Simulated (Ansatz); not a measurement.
BN: equation of state with LDA

BN:

```
N B
1.0
     2.55394    0.00000    0.00000
    -1.27697    2.21178    0.00000
     0.00000    0.00000    4.22685
N B
2 2
Direct
  0.33333 0.66667 0.12528
  0.66667 0.33333 0.62528
  0.33333 0.66667 0.49972
  0.66667 0.33333 0.99972
```

Measurements of this composition are mostly on another form, of space group No. 194.

```yaml
Program: Ansatz 0.2.0
Task: equation of state
Functional: LDA
Potentials_or_basis: Ansatz PAW
Cutoff: 420 eV
Density_cutoff: 1680 eV
k_mesh: 12 × 12 × 6
Occupations: fermi-dirac, width 0.05 eV
Spin: no spin polarisation
```

* Equilibrium volume: 5.76 Å³/atom
* Bulk modulus at fixed shape and positions: 402 GPa
* Pressure derivative of the bulk modulus: 3.6

Energy against volume, from the lowest point:
```tsv
volume (Å³/atom)	energy (meV/atom)
5.611	4.58
5.730	0.00
5.850	1.79
5.969	9.31
6.088	22.07
6.208	39.63
6.327	61.47
```

All runs of the series together: 3.1 s on 2 threads of AMD EPYC 9R45 96-Core Processor (Zen 5), with other jobs on the host.

Caveat: the cell was scaled at fixed shape and fractional positions, which overstates the stiffness of a crystal with free parameters, most of all of layers and chains.
